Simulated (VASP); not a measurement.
# La (Pm-3m) in VASP: notebook

The runs below take La through relaxation of cell and atoms, relaxation of the atoms, with PBE, PBEsol, PBE+U.

All numbers are computed with VASP 6.6.1; they aren't measurements. Logs are shortened: lines on timing, memory, paths and dates and some standing lists are left out, and cuts for length are marked.

## Step 1: The structure

It takes space group Pm-3m (No. 221, cubic). The conventional cell has a = 3.319 Å, b = 3.319 Å, c = 3.319 Å, α = 90.00°, β = 90.00°, γ = 90.00°. La (site symmetry m-3m) is surrounded by 6 La at 3.32 Å.

The cell was built by a generator and needn't be a form met in nature.

## Step 2: Relaxation of cell and atoms, PBE

The input, INCAR:

```
SYSTEM = La
PREC = Accurate
ENCUT = 600
EDIFF = 1E-6
ISMEAR = 1
SIGMA = 0.2
LREAL = .False.
LASPH = .True.
NELM = 100
ALGO = Fast
ISIF = 3
LWAVE = .False.
LCHARG = .False.
GGA = PE
IBRION = 2
NSW = 40
EDIFFG = -0.005
```

The input, KPOINTS:

```
regular mesh
0
Gamma
  8 8 8
  0 0 0
```

The input, POSCAR:

```
La
1.0
    3.3187900000      0.0000000000      0.0000000000
    0.0000000000      3.3187900000      0.0000000000
    0.0000000000      0.0000000000      3.3187900000
La
1
Direct
    0.5000000000      0.5000000000      0.5000000000
```

Potentials or basis: VASP PAW PBE potentials, release 64 (La).

Run with:

```bash
$ cat potpaw_PBE.64/La/POTCAR > POTCAR
$ mpirun -np 1 vasp_std > vasp.out
```

OUTCAR:

```text
SYSTEM = La
   PREC = Accurate
   ENCUT = 600
   EDIFF = 1E-6
   ISMEAR = 1
   LREAL = .False.
   LASPH = .True.
   NELM = 100
   ISIF = 3
   GGA = PE
   IBRION = 2
   NSW = 40
   EDIFFG = -0.005

 ion  position               nearest neighbor table
   1  0.500  0.500  0.500-

  LATTYP: Found a simple cubic cell.
 ALAT       =     3.3187900000

  Lattice vectors:

 A1 = (   3.3187900000,   0.0000000000,   0.0000000000)
 A2 = (   0.0000000000,   3.3187900000,   0.0000000000)
 A3 = (   0.0000000000,   0.0000000000,   3.3187900000)

Analysis of symmetry for initial positions (statically):
=====================================================================
 Subroutine PRICEL returns:
 Original cell was already a primitive cell.

 Routine SETGRP: Setting up the symmetry group for a
 simple cubic supercell.

 Subroutine GETGRP returns: Found 48 space group operations
 (whereof 48 operations were pure point group operations)
 out of a pool of 48 trial point group operations.

The static configuration has the point symmetry O_h .

Analysis of symmetry for dynamics (positions and initial velocities):
=====================================================================
 Subroutine PRICEL returns:
 Original cell was already a primitive cell.

 Routine SETGRP: Setting up the symmetry group for a
 simple cubic supercell.

 Subroutine GETGRP returns: Found 48 space group operations
 (whereof 48 operations were pure point group operations)
 out of a pool of 48 trial point group operations.

The dynamic configuration has the point symmetry O_h .

 Subroutine INISYM returns: Found 48 space group operations
 (whereof 48 operations are pure point group operations),
 and found     1 'primitive' translations

----------------------------------------------------------------------------------------

                                     Primitive cell

  volume of cell :      36.5544

  direct lattice vectors                    reciprocal lattice vectors
     3.318790000  0.000000000  0.000000000     0.301314636  0.000000000  0.000000000
[... 145 lines left out ...]
  in kB        0.4440656      0.4440656      0.4440656      0.0000000      0.0000000     -0.0000000
  external PRESSURE =       0.4440656 kB  Pullay stress =       0.0000000 kB

 VOLUME and BASIS-vectors are now :
 -----------------------------------------------------------------------------
  energy-cutoff  :      600.00
  volume of cell :       36.55
      direct lattice vectors                 reciprocal lattice vectors
     3.318790000  0.000000000  0.000000000     0.301314636  0.000000000  0.000000000
     0.000000000  3.318790000  0.000000000     0.000000000  0.301314636  0.000000000
     0.000000000  0.000000000  3.318790000     0.000000000  0.000000000  0.301314636

 POSITION                                       TOTAL-FORCE (eV/Angst)
 -----------------------------------------------------------------------------------
      1.65939      1.65939      1.65939         0.000000      0.000000      0.000000
 -----------------------------------------------------------------------------------
    total drift:                                0.000000      0.000000      0.000000

  FREE ENERGIE OF THE ION-ELECTRON SYSTEM (eV)
  ---------------------------------------------------
  free  energy   TOTEN  =        -4.3779786714 eV

  energy  without entropy=       -4.3799632183  energy(sigma->0) =       -4.37864019

--------------------------------------- Ionic step        2  -------------------------------------------

 number of electron      10.9999998 magnetization

 Free energy of the ion-electron system (eV)
  ---------------------------------------------------
  ext. energy  EPLUGINS =         0.00000000
  ---------------------------------------------------
  free energy    TOTEN  =        -4.37799776 eV

  energy without entropy =       -4.37998852  energy(sigma->0) =       -4.37866135

 E-fermi :   7.9134     XC(G=0):  -9.5586

 val. band max:        7.8889689408   @ k =   0.5000   0.3750   0.2500
 cond. band min:       7.9931747658   @ k =   0.3750   0.3750   0.0000
 fundamental gap:      0.1042058251
 Fermi energy:         7.9133587567

 k-point     1 :       0.0000    0.0000    0.0000
  band No.  band energies     occupation
      1     -25.2218      2.00000
      2      -7.9299      2.00000
      3      -7.9299      2.00000
      4      -7.9299      2.00000
      5       5.0146      2.00000
      6       6.7510      2.00000
      7       6.7510      2.00000
      8       9.7665     -0.00000
      9       9.7710     -0.00000
[... 265 lines left out ...]
 k-point    24 :       0.5000    0.3750    0.1250
  band No.  band energies     occupation
      1     -24.7512      2.00000
      2      -9.5567      2.00000
      3      -9.2766      2.00000
      4      -7.8627      2.00000
      5       5.9075      2.00000
      6       8.7186     -0.00000
      7       8.9562     -0.00000
      8       9.3286     -0.00000
      9       9.8138     -0.00000

 [... further k-points ...]

------------------------ aborting loop because EDIFF is reached ----------------------------------------

  FORCE on cell =-STRESS in cart. coord.  units (eV):
  Direction    XX          YY          ZZ          XY          YZ          ZX
  --------------------------------------------------------------------------------------
  -------------------------------------------------------------------------------------
  Total       -0.0000900     -0.0000900     -0.0000900     -0.0000000      0.0000000     -0.0000000
  in kB       -0.0039388     -0.0039388     -0.0039388     -0.0000000      0.0000000     -0.0000000
  external PRESSURE =      -0.0039388 kB  Pullay stress =       0.0000000 kB

 VOLUME and BASIS-vectors are now :
 -----------------------------------------------------------------------------
  energy-cutoff  :      600.00
  volume of cell :       36.61
      direct lattice vectors                 reciprocal lattice vectors
     3.320412134  0.000000000 -0.000000000     0.301167433 -0.000000000 -0.000000000
     0.000000000  3.320412134  0.000000000    -0.000000000  0.301167433 -0.000000000
     0.000000000  0.000000000  3.320412134     0.000000000 -0.000000000  0.301167433

 POSITION                                       TOTAL-FORCE (eV/Angst)
 -----------------------------------------------------------------------------------
      1.66021      1.66021      1.66021         0.000000     -0.000000      0.000000
 -----------------------------------------------------------------------------------
    total drift:                               -0.000000      0.000000      0.000000

  FREE ENERGIE OF THE ION-ELECTRON SYSTEM (eV)
  ---------------------------------------------------
  free  energy   TOTEN  =        -4.3779977619 eV

  energy  without entropy=       -4.3799885217  energy(sigma->0) =       -4.37866135

 reached required accuracy - stopping structural energy minimisation
```

CONTCAR:

```text
La
   1.00000000000000
     3.3204121342940986    0.0000000000000000   -0.0000000000000000
     0.0000000000000000    3.3204121342940986    0.0000000000000000
     0.0000000000000000    0.0000000000000000    3.3204121342940986
  La
     1
Direct
     0.5000000000000000    0.5000000000000000    0.5000000000000000

  0.00000000E+00  0.00000000E+00  0.00000000E+00
```

It took 19 s on 1 thread of Intel Xeon 6975P-C (Granite Rapids), shared host; peak memory 0.17 GiB.

What came out:

* Free energy: -4.3780 eV
* Relaxed volume: 36.61 Å³/atom
* Relaxed cell: a = 3.320 Å, b = 3.320 Å, c = 3.320 Å, α = 90.00°, β = 90.00°, γ = 90.00°
* Space group after relaxing (to 0.05 Å): Pm-3m (No. 221)
* Energy gained by relaxing: 0.0 meV/atom
* Ionic steps: 2
* Pressure after relaxing: 0.0 GPa
* Band gap on the k mesh: none (metal or under the smearing width)

Final structure:
```
La
1.0
     3.32041    0.00000    0.00000
     0.00000    3.32041    0.00000
     0.00000    0.00000    3.32041
La
1
Direct
  0.50000 0.50000 0.50000
```

The run has no spin-orbit coupling, so splittings on La are missing.

(Part 1 of 2 ends here.)
